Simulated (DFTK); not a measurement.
Equation of state of Rb under PBEsol

The structure is cubic, space group Im-3m (No. 229). The conventional cell has a = 5.605 Å, b = 5.605 Å, c = 5.605 Å, α = 90.00°, β = 90.00°, γ = 90.00°.

The cell was scaled at fixed shape and fractions and run with DFTK, SG15 1.2 (PBE), cutoff 952 eV; PBEsol, k mesh 5 × 5 × 5 on the cell of 1 atom, fermi-dirac occupations of 0.05 eV, no spin polarisation, no spin-orbit coupling. The potentials were made for PBE. Energies are those that the program minimises, any entropy of the smearing included. For a metal such a mesh isn't converged to the digits shown.

```csv
V (Å³/atom),energy over the lowest row (meV/atom)
82.7608,1.027
84.5217,?
86.2825,0.000
88.0434,0.486
89.8043,1.557
91.5651,3.159
93.3260,5.245
```

Problem. Fit the third-order Birch-Murnaghan form, give V0, B0 and B′, and predict the energy left open.

Solution. With y = (V0/V)^(2/3), E = E0 + (9 V0 B0/16) [(y - 1)³ B′ + (y - 1)² (6 - 4y)]. Least squares through the rows shown give V0 = 85.8129 Å³/atom, E0 = -0.023 meV, B0 = 2.929 GPa (1 eV/Å³ = 160.218 GPa) and B′ = 3.71, with a largest miss of 0.001 meV. At V = 84.5217 the form with these constants gives 0.159 meV; the run gave 0.158 meV an atom.
